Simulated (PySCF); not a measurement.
# TePb (Fm-3m) in PySCF: notebook

The runs below take TePb through dielectric tensor, G0W0 quasiparticle levels, with PBE.

Program: PySCF 2.14.0. These are calculated values, not measurements. Logs are shortened: lines on timing, memory, paths and dates and some standing lists are left out, and cuts for length are marked.

**The experiment to reproduce.**

A printed reference work, monograph reports, for a bulk crystal of TePb at 4.2 K: band gap 0.19 eV (direct).

The results are compared with them further down.

**1. The structure**

It takes space group Fm-3m (No. 225, cubic). Conventional cell: a = 6.462 Å, b = 6.462 Å, c = 6.462 Å, α = 90.00°, β = 90.00°, γ = 90.00°. Around Pb (site symmetry m-3m) lie 6 Te at 3.23 Å. Te (site symmetry m-3m) is surrounded by 6 Pb at 3.23 Å.

**2. Dielectric tensor, PBE**

run.py reads:

```python
import json
import numpy as np
from pyscf.pbc import gto, scf, dft, df

cell = gto.Cell()
cell.basis = {'Pb': 'DZVP-MOLOPT-SR-GTH-q4', 'Te': 'DZVP-MOLOPT-SR-GTH-q6'}
cell.pseudo = {'Pb': 'GTH-PBE-q4', 'Te': 'GTH-PBE-q6'}
cell.fromfile('TePb.cif')
cell.ke_cutoff = 58  # hartree
cell.exp_to_discard = 0.02
cell.precision = 1e-08
cell.space_group_symmetry = True
cell.symmorphic = False
cell.max_memory = 5040  # MB
cell.verbose = 4
cell.build()

res = {}
kpts = cell.make_kpts([6, 6, 6], space_group_symmetry=True, time_reversal_symmetry=True)
cell.space_group_symmetry = False  # the mesh holds the operations; no search on the supercells of the integral code
mf = dft.KRKS(cell, kpts, xc='pbe')
mf = mf.multigrid_numint()
mf = mf.smearing(sigma=0.00183747, method='fermi')  # hartree
mf.conv_tol = 1e-07
mf.max_cycle = 60

mf.kernel()
res.update(converged=bool(mf.converged), e_tot=mf.e_tot, nelec=cell.nelectron, nao=cell.nao, mesh=list(map(int, cell.mesh)), a=cell.lattice_vectors().tolist(), coords=cell.atom_coords().tolist(),
           mo_energy=[np.real(x).tolist() for x in mf.mo_energy], mo_occ=[np.real(x).tolist() for x in mf.mo_occ])
res.update(e_free=mf.e_free, e_zero=mf.e_zero)
res.update(kpts=kpts.kpts_scaled_ibz.tolist(), weights=kpts.weights_ibz.tolist())
res['parts'] = {k: float(np.real(v)) for k, v in mf.scf_summary.items() if np.isscalar(v)}
json.dump(res, open('results.json', 'w'))
if not mf.converged:
    raise SystemExit('SCF not converged')

print('levels (eV)')
for i, kp in enumerate(res['kpts'][:40]):
    print('k %7.4f %7.4f %7.4f  ' % tuple(kp), ' '.join('%.3f' % (x * 27.211386) for x in res['mo_energy'][i][:10]))

mf = mf.to_khf()  # unfold to the whole mesh
kpts = mf.kpts
# Mulliken populations
dm, s = np.asarray(mf.make_rdm1()), np.asarray(mf.get_ovlp())
sites = cell.aoslice_by_atom()[:, 2:]
tot = np.einsum('kij,kji->i', dm, s).real / len(kpts)
res['mulliken'] = [cell.atom_charge(i) - tot[a0:a1].sum() for i, (a0, a1) in enumerate(sites)]
print('Mulliken charges', np.round(res['mulliken'], 5))

# dielectric tensor and absorption of independent particles, on a finer shifted mesh
from pyscf.pbc.gto.pseudo.ppnl_velgauge import get_gth_pp_nl_velgauge_commutator
kd = cell.make_kpts([6, 6, 6], with_gamma_point=False)
e, c = mf.get_bands(kd)
v = np.asarray(cell.pbc_intor('int1e_ipovlp', comp=3, hermi=0, kpts=kd))
v = v - np.asarray(get_gth_pp_nl_velgauge_commutator(cell, q=np.zeros(3), kpts=kd)).reshape(v.shape)  # v = p - [r, V_nl]
no = cell.nelectron // 2
w = np.arange(0, 15.01, 0.1) / 27.211386
eps, im = np.eye(3), np.zeros((3, len(w)))
for i in range(len(kd)):
    m = np.einsum('pi,xpq,qa->xia', c[i][:, :no].conj(), v[i], c[i][:, no:])
    d = e[i][no:] - e[i][:no, None]
    eps = eps + 16 * np.pi / cell.vol / len(kd) * np.einsum('xia,yia,ia->xy', m.conj(), m, d**-3.0).real
    g = np.exp(-((w[:, None, None] - d) / 0.0055) ** 2 / 2) / (0.0055 * np.sqrt(2 * np.pi))
    im += 8 * np.pi**2 / cell.vol / len(kd) * np.einsum('xia,ia,wia->xw', abs(m) ** 2, d**-2.0, g)
res.update(eps=eps.tolist(), im=im.tolist(), w=(w * 27.211386).tolist())
print('dielectric tensor\n', eps)
for a, b in zip(res['w'][::5], im.T[::5]):
    print('%7.2f %9.4f %9.4f %9.4f' % (a, *b))

# density on a uniform mesh
grids = dft.gen_grid.UniformGrids(cell)
grids.mesh = [25, 25, 25]
grids.build()
ni = dft.numint.KNumInt()
rho = [ni.get_rho(cell, x, grids, kpts) for x in [dm]]
np.save('rho.npy', np.reshape(rho, (-1, *grids.mesh)))
res['done'] = True
json.dump(res, open('results.json', 'w'))
```

TePb.cif reads:

```cif
data_TePb
_cell_length_a 4.56932402
_cell_length_b 4.56932402
_cell_length_c 4.56932402
_cell_angle_alpha 60.00000000
_cell_angle_beta 60.00000000
_cell_angle_gamma 60.00000000
_space_group_name_H-M_alt 'P1'
_space_group_name_Hall 'P 1'
_space_group_IT_number 1
loop_
_space_group_symop_operation_xyz
'x,y,z'
loop_
_atom_site_label
_atom_site_type_symbol
_atom_site_symmetry_multiplicity
_atom_site_Wyckoff_symbol
_atom_site_fract_x
_atom_site_fract_y
_atom_site_fract_z
_atom_site_occupancy
Pb1 Pb 1 a 0.0000000000 0.0000000000 0.0000000000 1
Te1 Te 1 a 0.5000000000 0.5000000000 0.5000000000 1
```

Potentials or basis: DZVP-MOLOPT-SR/GTH-PBE (potentials made for PBE).

Run with:

```
OMP_NUM_THREADS=4 python -u run.py > log
```

Standard output:

```text
Discarded 0 diffused primitive functions, 0 contracted functions
time reversal: False
k-points in IBZ                         weights
  0:  0.000000,  0.000000,  0.000000    1/216
  1:  0.500000,  0.500000,  0.000000    3/216
  2:  0.500000,  0.500000,  0.500000    4/216
  3:  0.666667,  0.666667, -0.000000    6/216
  4:  0.666667,  0.666667,  0.333333    12/216
  5:  0.666667,  0.666667,  0.666667    8/216
[... 8 lines left out ...]
 14:  0.833333,  0.833333,  0.666667    12/216
 15:  0.833333,  0.833333,  0.833333    8/216

******** <class 'pyscf.pbc.scf.smearing.SmearingKsymAdaptedKRKS'> ********
method = SmearingKsymAdaptedKRKS
initial guess = minao
damping factor = 0
level_shift factor = 0
DIIS = <class 'pyscf.scf.diis.CDIIS'>
diis_start_cycle = 1
diis_space = 8
diis_damp = 0
SCF conv_tol = 1e-07
SCF conv_tol_grad = None
SCF max_cycles = 60
direct_scf = True
direct_scf_tol = 1e-13

******** PBC SCF flags ********
N kpts (BZ) = 216
N kpts (IBZ) = 16
Exchange divergence treatment (exxdiv) = ewald
    madelung (= occupied orbital energy shift) = 0.06257620253912961
    Total energy shift due to Ewald probe charge = -1/2 * Nelec*madelung = -0.312881012696
DF object = <pyscf.pbc.df.fft.FFTDF object>
XC functionals = pbe
small_rho_cutoff = 0
Uniform grid, mesh = [31 31 31]
Set gradient conv threshold to 0.000316228
nelec by numeric integration = 10.000000000000009
init E= -11.6397464187032
    sigma = 0.00183747  Optimized mu = 0.206212191118  entropy = 0.000335569091812
nelec by numeric integration = 10.00000000000001
    Total E(T) = -11.7618911390286  Free energy = -11.7618917556268  E0 = -11.7618914473277
cycle= 1 E= -11.7618911390286  delta_E= -0.122  |g|= 0.253  |ddm|= 8.84
    sigma = 0.00183747  Optimized mu = 0.2008610015  entropy = 0.00177802728225
nelec by numeric integration = 10.00000000000001
    Total E(T) = -11.7604105692657  Free energy = -11.7604138363375  E0 = -11.7604122028016
cycle= 2 E= -11.7604105692657  delta_E= 0.00148  |g|= 0.292  |ddm|= 1.87
    sigma = 0.00183747  Optimized mu = 0.198044229961  entropy = 0.0004718205622
nelec by numeric integration = 10.00000000000001
    Total E(T) = -11.7650160207187  Free energy = -11.7650168876748  E0 = -11.7650164541967
cycle= 3 E= -11.7650160207187  delta_E= -0.00461  |g|= 0.00585  |ddm|= 1.02
    sigma = 0.00183747  Optimized mu = 0.198435357863  entropy = 0.000489483600347
nelec by numeric integration = 10.000000000000007
    Total E(T) = -11.7650182496965  Free energy = -11.7650191491079  E0 = -11.7650186994022
cycle= 4 E= -11.7650182496965  delta_E= -2.23e-06  |g|= 0.000445  |ddm|= 0.0281
    sigma = 0.00183747  Optimized mu = 0.198428158212  entropy = 0.000490197054727
nelec by numeric integration = 10.000000000000012
    Total E(T) = -11.7650182586516  Free energy = -11.765019159374  E0 = -11.7650187090128
cycle= 5 E= -11.7650182586516  delta_E= -8.96e-09  |g|= 1.5e-06  |ddm|= 0.00152
    sigma = 0.00183747  Optimized mu = 0.198428206675  entropy = 0.00049020548153
nelec by numeric integration = 10.000000000000014
    Total E(T) = -11.7650182586361  Free energy = -11.765019159374  E0 = -11.765018709005
Extra cycle  E= -11.7650182586361  delta_E= 1.56e-11  |g|= 1.89e-06  |ddm|= 1.17e-05
converged SCF energy = -11.7650182586361
levels (eV)
k  0.0000  0.0000  0.0000   -6.934 -0.572 3.735 3.735 3.735 9.219 9.219 9.219 10.996 10.996
k  0.5000  0.5000  0.0000   -5.349 -2.297 0.492 2.234 2.234 8.349 10.646 10.646 11.829 15.348
k  0.5000  0.5000  0.5000   -5.494 -3.582 4.103 4.103 5.040 5.756 6.246 6.246 14.259 16.396
k  0.6667  0.6667 -0.0000   -5.859 -2.165 2.093 2.543 2.543 8.776 9.312 10.073 10.073 14.696
k  0.6667  0.6667  0.3333   -5.256 -3.161 1.158 3.070 3.354 8.002 8.011 10.702 11.638 14.269
k  0.6667  0.6667  0.6667   -6.060 -2.700 3.954 3.954 4.638 6.522 6.839 6.839 12.708 13.508
[... 8 lines left out ...]
k  0.8333  0.8333  0.6667   -6.336 -2.044 2.767 4.244 4.839 6.522 6.805 9.340 11.657 11.912
k  0.8333  0.8333  0.8333   -6.706 -1.295 3.785 3.785 4.090 8.012 8.190 8.190 11.395 11.646
Mulliken charges [ 0.25721 -0.25721]
nelec by numeric integration = 10.00000000000001
dielectric tensor
 [[30.704135  0.748338  0.529155]
 [ 0.748338 29.840029  0.305508]
 [ 0.529155  0.305508 29.624003]]
   0.00    0.0000    0.0000    0.0000
   0.50    0.0003    0.0001    0.0001
   1.00    6.2385    2.2803    1.2907
   1.50   30.2893   40.8369   43.4738
   2.00   74.1611   72.7691   72.4211
   2.50   29.9572   31.4397   31.8103
[... 23 lines left out ...]
  14.50    0.4648    0.4320    0.4238
  15.00    0.5604    0.5419    0.5373
```

Run time: 59 s. Hardware: 4 threads of Arm Neoverse V1, shared host; peak memory 2.7 GiB.

What came out:

| Item | Value |
| --- | --- |
| Free energy | -320.1425 eV |
| Band gap on the k mesh | 0.72 eV, direct |
| Mulliken charges | Pb +0.26; Te -0.26 e |
| Dielectric constant of independent particles | 30.06 |

Levels at points of the mesh, in eV from the valence-band top:
| k point | band 3 | band 4 | band 5 | band 6 | band 7 | band 8 |
| --- | --- | --- | --- | --- | --- | --- |
| (0.00, 0.00, 0.00) | -1.31 | -1.31 | -1.31 | 4.18 | 4.18 | 4.18 |
| (0.50, 0.50, 0.00) | -4.55 | -2.81 | -2.81 | 3.31 | 5.61 | 5.61 |
| (0.50, 0.50, 0.50) | -0.94 | -0.94 | 0.00 | 0.72 | 1.21 | 1.21 |

Caveat: Mulliken charges move with the basis; the mesh is thin for the dielectric tensor, Born charges and intensities, which usually come out too large; spectra need much finer meshes, so this one isn't converged; spin-orbit coupling is left out, which as a rule narrows the gap of such compounds by several tenths of an eV; the basis of atomic orbitals isn't converged, which shifts pressures, moduli and gaps.

**3. G0W0 quasiparticle levels, PBE**

run.py reads:

```python
import json
import numpy as np
from pyscf.pbc import gto, scf, dft, df

cell = gto.Cell()
cell.basis = {'Pb': 'DZVP-MOLOPT-HYB-GTH-q4', 'Te': 'DZVP-MOLOPT-HYB-GTH-q6'}
cell.pseudo = {'Pb': 'GTH-HYB-q4', 'Te': 'GTH-HYB-q6'}
cell.fromfile('TePb.cif')
cell.ke_cutoff = 50  # hartree
cell.exp_to_discard = 0.02
cell.precision = 1e-08
cell.max_memory = 5040  # MB
cell.verbose = 4
cell.build()

res = {}
kpts = cell.make_kpts([2, 2, 2])
mf = dft.KRKS(cell, kpts, xc='pbe')
mf = mf.density_fit()
mf.with_df._cderi_to_save = 'cderi.h5'
mf.with_df.build(j_only=False)
mf.grids = dft.gen_grid.UniformGrids(cell)
mf.conv_tol = 1e-08
mf.max_cycle = 60

mf.kernel()
res.update(converged=bool(mf.converged), e_tot=mf.e_tot, nelec=cell.nelectron, nao=cell.nao, mesh=list(map(int, cell.mesh)), a=cell.lattice_vectors().tolist(), coords=cell.atom_coords().tolist(),
           mo_energy=[np.real(x).tolist() for x in mf.mo_energy], mo_occ=[np.real(x).tolist() for x in mf.mo_occ])
import h5py
print('fit functions by k pair:', sorted({v['0'].shape[0] for v in h5py.File(mf.with_df._cderi)['j3c'].values()}))
res.update(kpts=cell.get_scaled_kpts(kpts).tolist())
res['parts'] = {k: float(np.real(v)) for k, v in mf.scf_summary.items() if np.isscalar(v)}
json.dump(res, open('results.json', 'w'))
if not mf.converged:
    raise SystemExit('SCF not converged')

print('levels (eV)')
for i, kp in enumerate(res['kpts'][:40]):
    print('k %7.4f %7.4f %7.4f  ' % tuple(kp), ' '.join('%.3f' % (x * 27.211386) for x in res['mo_energy'][i][:10]))

# Mulliken populations
dm, s = np.asarray(mf.make_rdm1()), np.asarray(mf.get_ovlp())
sites = cell.aoslice_by_atom()[:, 2:]
tot = np.einsum('kij,kji->i', dm, s).real / len(kpts)
res['mulliken'] = [cell.atom_charge(i) - tot[a0:a1].sum() for i, (a0, a1) in enumerate(sites)]
print('Mulliken charges', np.round(res['mulliken'], 5))

from pyscf.pbc.gw.krgw_ac import KRGWAC
gw = KRGWAC(mf)
gw.fc = True
orbs = list(range(2, 8))
gw.kernel(orbs=orbs)
res['orbs'] = orbs
res['qp'] = np.asarray(gw.mo_energy).real.tolist()
res['done'] = True
json.dump(res, open('results.json', 'w'))
```

TePb.cif is that of step 2.

Potentials or basis: DZVP-MOLOPT-HYB/GTH-HYB (UZH) (potentials made for PBE0).

Run with:

```
OMP_NUM_THREADS=4 python -u run.py > log
```

Standard output:

```text
Discarded 0 diffused primitive functions, 0 contracted functions

******** <class 'pyscf.pbc.df.df.GDF'> ********
auxbasis = None
exp_to_discard = 0.02
len(kpts) = 8
ETB for Te: l = 0, exps = 0.18906019283696 * 2^n , n = 0..4
ETB for Te: l = 1, exps = 0.18906019283696 * 2^n , n = 0..4
ETB for Te: l = 2, exps = 0.18906019283696 * 2^n , n = 0..4
ETB for Te: l = 3, exps = 0.18906019283696 * 2^n , n = 0..4
ETB for Te: l = 4, exps = 0.18906019283696 * 2^n , n = 0..4
ETB for Pb: l = 0, exps = 0.13689913219298 * 2^n , n = 0..4
ETB for Pb: l = 1, exps = 0.13689913219298 * 2^n , n = 0..4
ETB for Pb: l = 2, exps = 0.13689913219298 * 2^n , n = 0..4
ETB for Pb: l = 3, exps = 0.13689913219298 * 2^n , n = 0..4
ETB for Pb: l = 4, exps = 0.13689913219298 * 2^n , n = 0..4

WARN: Even tempered Gaussians are generated as DF auxbasis for  Te Pb

Drop 0 primitive fitting functions
make aux basis, num shells = 50, num cGTOs = 250
auxcell.rcut 16.88110004493184

******** <class 'pyscf.pbc.df.rsdf_builder._RSGDFBuilder'> ********
mesh = [11 11 11] (1331 PWs)
ke_cutoff = 6.618630007511552
omega = 0.3154621798657739
exclude_d_aux = True
exclude_dd_block = True
j2c_eig_always = False
has_long_range = True

******** <class 'pyscf.pbc.dft.krks.KRKS'> ********
method = KRKS
initial guess = minao
damping factor = 0
level_shift factor = 0
DIIS = <class 'pyscf.scf.diis.CDIIS'>
diis_start_cycle = 1
diis_space = 8
diis_damp = 0
SCF conv_tol = 1e-08
SCF conv_tol_grad = None
SCF max_cycles = 60
direct_scf = True
direct_scf_tol = 1e-13

******** PBC SCF flags ********
N kpts = 8
Exchange divergence treatment (exxdiv) = ewald
    madelung (= occupied orbital energy shift) = 0.18772860761737947
    Total energy shift due to Ewald probe charge = -1/2 * Nelec*madelung = -0.938643038087
DF object = <pyscf.pbc.df.df.GDF object>
XC functionals = pbe
small_rho_cutoff = 0
Uniform grid, mesh = [29 29 29]
Set gradient conv threshold to 0.0001

******** <class 'pyscf.pbc.df.rsdf_builder._RSNucBuilder'> ********
mesh = [13 13 13] (2197 PWs)
ke_cutoff = 9.530827210816636
omega = 0.39185047753980384
exclude_d_aux = False
exclude_dd_block = True
j2c_eig_always = False
has_long_range = True
nelec by numeric integration = 9.998424658815468
init E= -7.85646663064817

WARN: HOMO 0.206525736 == LUMO 0.206525736

nelec by numeric integration = 9.99999999999988
cycle= 1 E= -11.5773950056224  delta_E= -3.72  |g|= 1.24  |ddm|= 10.1
  HOMO = 0.162763285576  LUMO = 0.213450387456  gap/eV = 1.37927
nelec by numeric integration = 9.999999999999808
cycle= 2 E= -11.5964384338936  delta_E= -0.019  |g|= 1.23  |ddm|= 12.8
  HOMO = 0.202084907986  LUMO = 0.21656955553  gap/eV = 0.39415
nelec by numeric integration = 9.999999999999817
cycle= 3 E= -11.717782373183  delta_E= -0.121  |g|= 0.137  |ddm|= 4.44
  HOMO = 0.202373608238  LUMO = 0.213846204192  gap/eV = 0.31219
nelec by numeric integration = 9.999999999999817
cycle= 4 E= -11.7192593575896  delta_E= -0.00148  |g|= 0.00274  |ddm|= 0.502
  HOMO = 0.202485353937  LUMO = 0.214026098455  gap/eV = 0.31404
nelec by numeric integration = 9.999999999999819
cycle= 5 E= -11.7192599055414  delta_E= -5.48e-07  |g|= 0.000428  |ddm|= 0.0112
  HOMO = 0.202462916447  LUMO = 0.21404956304  gap/eV = 0.31529
nelec by numeric integration = 9.999999999999819
cycle= 6 E= -11.7192599202078  delta_E= -1.47e-08  |g|= 2.98e-05  |ddm|= 0.00161
  HOMO = 0.202463737356  LUMO = 0.214050145874  gap/eV = 0.31528
nelec by numeric integration = 9.999999999999819
cycle= 7 E= -11.7192599202747  delta_E= -6.69e-11  |g|= 8.54e-07  |ddm|= 0.000102
  HOMO = 0.20246378808  LUMO = 0.214050206245  gap/eV = 0.31528
nelec by numeric integration = 9.999999999999819
Extra cycle  E= -11.7192599202747  delta_E= -4.09e-14  |g|= 3.27e-07  |ddm|= 3.39e-06
converged SCF energy = -11.7192599202747
fit functions by k pair: [250]
levels (eV)
k  0.0000  0.0000  0.0000   -6.655 -0.369 4.132 4.132 4.132 9.601 9.601 9.601 11.512 11.512
k  0.0000  0.0000  0.5000   -4.893 -3.730 4.588 4.588 5.509 5.825 6.221 6.221 15.113 17.655
k  0.0000  0.5000  0.0000   -4.893 -3.730 4.588 4.588 5.509 5.825 6.221 6.221 15.113 17.655
k  0.0000  0.5000  0.5000   -4.838 -2.342 0.657 2.482 2.482 8.645 11.089 11.089 12.195 15.985
k  0.5000 -0.0000  0.0000   -4.893 -3.730 4.588 4.588 5.509 5.825 6.221 6.221 15.113 17.655
k  0.5000 -0.0000  0.5000   -4.838 -2.342 0.657 2.482 2.482 8.645 11.089 11.089 12.195 15.985
k  0.5000  0.5000  0.0000   -4.838 -2.342 0.657 2.482 2.482 8.645 11.089 11.089 12.195 15.985
k  0.5000  0.5000  0.5000   -4.893 -3.730 4.588 4.588 5.509 5.825 6.221 6.221 15.113 17.655
Mulliken charges [ 0.11784 -0.11784]

******** <class 'pyscf.pbc.gw.krgw_ac.KRGWAC'> ********
method = KRGWAC
GW nocc = 5, nvir = 21, nkpts = 8
orbital list = [2, 3, 4, 5, 6, 7]
off-diagonal self-energy = False
GW density matrix = False
density-fitting for exchange = False
outcore for self-energy= False
finite size corrections = True
grids for finite size corrections = False
broadening parameter = 5.000e-03
number of grids = 100
analytic continuation method = pade
imaginary frequency cutoff = 5.0
Pade points = 18
Pade step ratio = 0.667
use perturbative linearized QP eqn = False
QPE max iter = 100
QPE tolerance = 1.0e-06

WARN: GW QP energies may not be sorted from min to max
```

Run time: 85 s. Hardware: 4 threads of Arm Neoverse V1, shared host; peak memory 0.49 GiB.

Results:

```yaml
Free_energy: -318.8973 eV
Band_gap_on_the_k_mesh_mean-field_level: 0.32 eV, direct
Mulliken_charges: Pb +0.12; Te -0.12 e
Quasiparticle_gap: 0.74 eV
Least_direct_quasiparticle_gap: 0.74 eV
```

Levels at points of the mesh, in eV from the valence-band top:
| k point | band 2 | band 3 | band 4 | band 5 | band 6 | band 7 | band 8 | band 9 |
| --- | --- | --- | --- | --- | --- | --- | --- | --- |
| (0.00, 0.00, 0.00) | -5.88 | -1.38 | -1.38 | -1.38 | 4.09 | 4.09 | 4.09 | 6.00 |
| (0.00, 0.00, 0.50) | -9.24 | -0.92 | -0.92 | 0.00 | 0.32 | 0.71 | 0.71 | 9.60 |
| (0.00, 0.50, 0.00) | -9.24 | -0.92 | -0.92 | 0.00 | 0.32 | 0.71 | 0.71 | 9.60 |
| (0.00, 0.50, 0.50) | -7.85 | -4.85 | -3.03 | -3.03 | 3.14 | 5.58 | 5.58 | 6.69 |
| (0.50, 0.00, 0.00) | -9.24 | -0.92 | -0.92 | 0.00 | 0.32 | 0.71 | 0.71 | 9.60 |
| (0.50, 0.00, 0.50) | -7.85 | -4.85 | -3.03 | -3.03 | 3.14 | 5.58 | 5.58 | 6.69 |
| (0.50, 0.50, 0.00) | -7.85 | -4.85 | -3.03 | -3.03 | 3.14 | 5.58 | 5.58 | 6.69 |
| (0.50, 0.50, 0.50) | -9.24 | -0.92 | -0.92 | 0.00 | 0.32 | 0.71 | 0.71 | 9.60 |

Caveat: the k mesh is coarse (spacing up to 0.84 Å⁻¹), so the values aren't converged; mesh and basis are far too small for converged many-body values: gaps can be off by tenths of an eV to over 1 eV, and much correlation energy is missing; Mulliken charges move with the basis; total energy, band gap and charges are those of the mean-field reference; spin-orbit coupling is left out, which as a rule narrows the gap of such compounds by several tenths of an eV; the basis of atomic orbitals isn't converged, which shifts pressures, moduli and gaps. A k mesh can miss the band edges.

**4. Comparison with measurements**

Step 2. A measured gap of TePb is 0.19 eV (direct; 4.2 K; a printed reference work, monograph); the calculated 0.72 eV misses it by +0.53 eV. Spin-orbit coupling on Pb, Te is left out. The value is that of PBE in an atomic basis (DZVP-MOLOPT-SR/GTH-PBE (potentials made for PBE)), whose error adds to the functional's, on a finite k mesh, which can miss the band edges, without temperature or zero-point motion.
